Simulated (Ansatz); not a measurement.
What does this script print? It uses the Python package of Ansatz (0.2.0).

`li.py`
```python
"""Cohesive energy of Li from free atoms."""

from collections import Counter
import warnings

import ansatz as az

PHASES = {
    "Li": (
        [(-1.75465, 1.75465, 1.75465), (1.75465, -1.75465, 1.75465), (1.75465, 1.75465, -1.75465)],
        [
            ("Li", (0.0, 0.0, 0.0)),
        ],
    ),
}


def build(vectors, sites):
    crystal = az.Crystal(lattice=az.Lattice.of(vectors))
    for symbol, position in sites:
        crystal = crystal.atom(symbol, position)
    return crystal


def counts(outcome):
    return Counter(site.symbol for site in outcome.lattice.sites)

UNPAIRED = {"Li": 1}  # unpaired electrons of the free atoms


def solve(name, crystal):
    calc = (
        crystal.calculation()
        .functional("pbe")
        .basis(500)
        .kpoints(spacing=0.27)
        .occupations("fermi_dirac", width=0.02)
    )
    if name.endswith(" atom"):
        calc = calc.kpoints(1, 1, 1).occupations("fermi_dirac", width=0.01)
        if UNPAIRED[name.split()[0]]:
            calc = calc.spin("collinear")
        return calc.run()
    calc = calc.relax(force_tolerance=0.01, cell=True)
    return calc.run()

warnings.simplefilter("ignore")

phases = {name: build(*cell) for name, cell in PHASES.items()}
# a box with unlike edges lets an open shell break the spherical symmetry
for element, moment in UNPAIRED.items():
    phases[f"{element} atom"] = az.Lattice.orthorhombic(9.0, 9.5, 10.0).atom(element, (0.5, 0.5, 0.5), moment=moment or None)

done = {}
for name, crystal in phases.items():
    done[name] = solve(name, crystal)
    print(f"{name}: {done[name].report['energy_sigma0_ev']:.4f} eV, {len(done[name].lattice.sites)} atoms")

print({element: round(done[f"{element} atom"].report["magnetization_mub"], 2) for element in UNPAIRED}, "muB on the free atoms")
solid = done["Li"]
n = counts(solid)
binding = (sum(k * done[f"{e} atom"].report["energy_sigma0_ev"] for e, k in n.items()) - solid.report["energy_sigma0_ev"]) / sum(n.values())
print(f"cohesive energy {binding:.3f} eV/atom = {96.4853 * binding:.0f} kJ/mol of atoms (no zero-point energy)")
```

```console
$ python li.py
Li: -204.6786 eV, 1 atoms
Li atom: -203.1158 eV, 1 atoms
{'Li': 1.0} muB on the free atoms
cohesive energy 1.563 eV/atom = 151 kJ/mol of atoms (no zero-point energy)
```

Caveats:
- Total energies depend on the potentials; only differences at equal settings carry meaning.
- Other magnetic orders than the one started from may lie lower.
- For the metals among these phases the mesh is modest: differences between phases can be off by up to 40 meV an atom.
- The cells come from databases of deposited and of computed structures, and not all need be stable phases.
- Free atoms in a box carry small image and symmetry errors, and spin-orbit coupling is left out.
- The whole script took 23 s on 1 thread of Arm Neoverse V1 (shared host), peak memory 0.8 GiB.
